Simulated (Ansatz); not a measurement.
The geometry is COD entry 1523095, unchecked; take it as a test cell.

AlN: DFT, PBE, PAW with Ansatz's default frozen-core files, scalar-relativistic (Ansatz 0.2.0).

```yaml
crystal:
  lattice:
    - [0.0, 1.978, 1.978]
    - [1.978, 0.0, 1.978]
    - [1.978, 1.978, 0.0]
  atoms:
    - { symbol: Al, position: [0.0, 0.0, 0.0] }
    - { symbol: "N", position: [0.5, 0.5, 0.5] }
kpoints:
  mp_grid: { grid: [10, 10, 10] }
  band_path:
    path:
      - [0.0, 0.0, 0.0]
      - [0.5, 0.0, 0.5]
      - [0.625, 0.25, 0.625]
      - [0.375, 0.375, 0.75]
      - [0.0, 0.0, 0.0]
      - [0.5, 0.5, 0.5]
      - [0.5, 0.25, 0.75]
      - [0.5, 0.0, 0.5]
    npoints: 8
scf:
  occupations: { method: fermi_dirac, width: 0.02 }
hamiltonian:
  xc: pbe
  pseudopotentials: { kind: paw }
output:
  forces: true
  stress: true
  eigenvalues: true
  efg: { contact_densities: true }
  populations: true
  bader: true
  dos: { projected: true, de: 0.2, e_range: [-14, 8] }
```

Output:

```
Engine: ansatz 0.2.0
Pseudopotentials: kind: paw
Pseudopotential: Al, paw, valence charge 3, recommended cutoff 420 eV (normal)
Pseudopotential: N, paw, valence charge 5, recommended cutoff 420 eV (normal)
Functional definition: PBE
  parameter kappa = 0.804
  parameter beta = 0.06672455060314922
  exchange = pbe_x(kappa = kappa, mu = beta*pi^2/3)
  correlation = pbe_c(beta = beta)
Crystal: 2 atoms, lattice volume = 15.478 Å³
Basis set: ecut = 420 eV, 307 PW (Γ), exchange–correlation on 40×40×40 points (8 copies of the dense FFT grid, shifted against one another)
Bands: 8, of which v1, the nominal top of the filled ones, is band 4 counted from 1 (3 counted from 0)
Symmetry: 48 space group operations
Space group: Fm-3m (ITA 225), of the structure as read, at distance tolerance 2.5e-5 Å
k-points: 47 of 1000
Non-local potential: Al, projectors of the file, l = 0: 2, l = 1: 2, l = 2: 1
Non-local potential: N, projectors of the file, l = 0: 2, l = 1: 2, l = 2: 1
PAW form: soft (Blöchl's): semilocal exchange-correlation on the pseudo side does not see the compensation charge
PAW one-centre angular grid: Al, 110 points (default); XC on 64 Gauss nodes
PAW one-centre angular grid: N, 110 points (default); XC on 64 Gauss nodes
Initial density: superposition of atomic densities (neutral atoms: chi_scale 0, normalization atom), corrected by the library's trained network
Initial wavefunctions: pseudopotential atomic-orbital guess
Functional: x = pbe(κ = 0.804, μ = 0.2195149727645171), c = pbe(β = 0.06672455060314922)
SCF iter   1: F=—  HF=-923.813734 eV  |F-HF|=—  |Δ(HF+E_count)|=         —  Δρ=2.03e-3  dr2=4.47e-4  ethr=1.77e-3  ⟨swp⟩=5.0  Hψ=2646  notcnv=0
preconditioner: auto → none  [insulator: Δε(μ)=5.149 eV  Ē_g=17.641 eV  σ=0.020 eV  W_gap=1.00  n_scr=0 (ndim 8)  ℏωp=26.7 eV  f_vac=0.000  D(μ)=0.00/eV (n_scr^D=0)  ε∞_Penn≈3.3]
SCF iter   2: F=—  HF=-923.813708 eV  |F-HF|=—  |Δ(HF+E_count)|=   2.62e-5  Δρ=9.50e-4  dr2=4.83e-5  ethr=5.58e-6  ⟨swp⟩=2.7  Hψ=1080  notcnv=0
SCF iter   3: F=—  HF=-923.813766 eV  |F-HF|=—  |Δ(HF+E_count)|=   5.86e-5  Δρ=4.12e-4  dr2=6.85e-6  ethr=6.04e-7  ⟨swp⟩=2.1  Hψ=511  notcnv=0
SCF iter   4: F=—  HF=-923.813783 eV  |F-HF|=—  |Δ(HF+E_count)|=   1.68e-5  Δρ=1.59e-4  dr2=1.01e-6  ethr=8.56e-8  ⟨swp⟩=2.0  Hψ=564  notcnv=0
iter 5 did not close the SCF: its close was put off for the readings that it lacked (scf_convergence_deferred on its scf_iter line)
SCF iter   5: F=-923.813786 eV  HF=-923.813786 eV  |F-HF|=9.42e-8  |Δ(HF+E_count)|=   2.67e-6  Δρ=3.15e-5  dr2=3.97e-8  ethr=1.27e-8  ⟨swp⟩=2.3  Hψ=575  notcnv=0
SCF iter   6: F=-923.813786 eV  HF=-923.813786 eV  |F-HF|=8.42e-10  |Δ(HF+E_count)|=   9.74e-8  Δρ=3.30e-6  dr2=4.47e-10  ethr=4.97e-10  ⟨swp⟩=1.4  Hψ=1338  notcnv=0
SCF 1 converged in 6 iterations: F = -923.813786 eV  dr2 = 4.47e-10
  greatest PAW one-centre occupation: 0.789 electrons in one spin orbital (limit 2), on the N atom at site 1 (counted from 0), in its partial waves of l = 0
NSCF: frozen V_eff on 57 k-points
SCF converged after 6 iterations
Free energy (F): -923.813786 eV
Harris-Foulkes:  -923.813786 eV  (|F-HF|=8.42e-10)
Internal energy: -923.813786 eV  (E = F + TS)
E sigma→0 (E₀):  -923.813786 eV
Fermi energy:    14.777462 eV
--- Per-component energies (eV) ---
  E_band       = 44.562264
  E_kinetic    = 166.498507
  E_local      = -162.766004  (includes V_loc(G=0)·N_el)
  E_nonlocal   = 54.842947
  E_hartree    = 60.335488
  E_xc         = -104.190891
  E_vxc        = -111.209090  (∫ρ·V_xc dr)
  E_paw        = -595.327888  (= ΣΔE_a)
  E_vpaw       = -23.475244  (= ΣTr[D̂ρ^β])
  E_aug_tail   = 0.000098  (compensation charges beyond the density's cutoff)
  E_ewald      = -343.206044
  E_smearing   = -0.000000  (= −TS)
  E_closure    = 0.000000  (closes the sum)
  Σ components = -923.813786   (vs F -923.813786, Δ=0.00e0)
--- Forces (eV/Å), atoms counted from 1 ---
  atom   1  Al    -0.00000000     0.00000000    -0.00000000
  atom   2  N      0.00000000    -0.00000000    -0.00000000
  max |Σ_I F_I| component: 5.77e-30 eV/Å
--- Stress (GPa, compression-positive) ---
       25.561731       0.000000      -0.000000
        0.000000      25.561731       0.000000
       -0.000000       0.000000      25.561731
  P = ⅓ Tr σ = 25.5617 GPa (255.617 kbar)
--- PAW observables at the nuclei: V_zz in 10²¹ V/m², potentials from the cell's mean, atoms counted from 1 ---
  atom   1  Al V_zz =    +0.000000   η = 0.0000   by run symmetry: forbidden
            electrostatic potential = -1235.493055 V   contact ρ = 10078.953080 e/Å³
  atom   2  N  V_zz =    -0.000000   η = 0.0000   by run symmetry: forbidden
            electrostatic potential = -521.635257 V   contact ρ = 1412.164348 e/Å³
--- Band table (eV; the first three rows and the last of 47) ---
  k-point 0: bands = ["-5.9526", "12.1917", "12.1917", "12.1917", "18.8288", "24.5080", "24.5080", "24.5080"]
  k-point 1: bands = ["-5.7349", "11.1649", "12.0527", "12.0527", "19.4103", "23.6375", "24.8445", "24.8445"]
  k-point 2: bands = ["-5.1000", "8.9414", "11.7184", "11.7184", "19.8451", "23.3789", "25.2018", "25.2018"]
  k-point 46: bands = ["-1.2058", "5.5147", "6.8485", "8.2051", "20.5021", "21.6788", "24.6662", "25.8880"]
--- Löwdin populations: 2 sites ---
  site symbol       q [e]
     0     Al      1.8834
     1      N      6.0371
  spilling = 0.009937 (of n_electrons = 8.000000)
--- Bader charges: 2 sites ---
  site symbol  charge [e]  shift [e]
     0     Al      2.5032     0.0011
     1      N     -2.5032     0.0011
  estimated error of the sums over rays = 3.4e-4 e
```

populations.tsv:

```
# site	symbol	l	j	q
# orbitals = lowdin
# n_electrons = 8.000000
# spilling = 0.009937
0	Al	0_3S	-	0.458576
0	Al	1_3P	-	1.424860
1	N	0_2S	-	1.382321
1	N	1_2P	-	4.654744
```

bader_charges.tsv:

```
# site	symbol	x_ang	y_ang	z_ang	partial_charge_e	electrons	volume_ang3	relative_density_drop	shared_charge_e	partial_wave_shift_e
# quadrature_error_electrons = 3.4e-4
0	Al	0.0000	0.0000	0.0000	2.50321	10.49679	3.15	-	2.50321	0.00114
1	N	1.9780	1.9780	1.9780	-2.50321	9.50321	12.33	-	-2.50321	0.00114
```
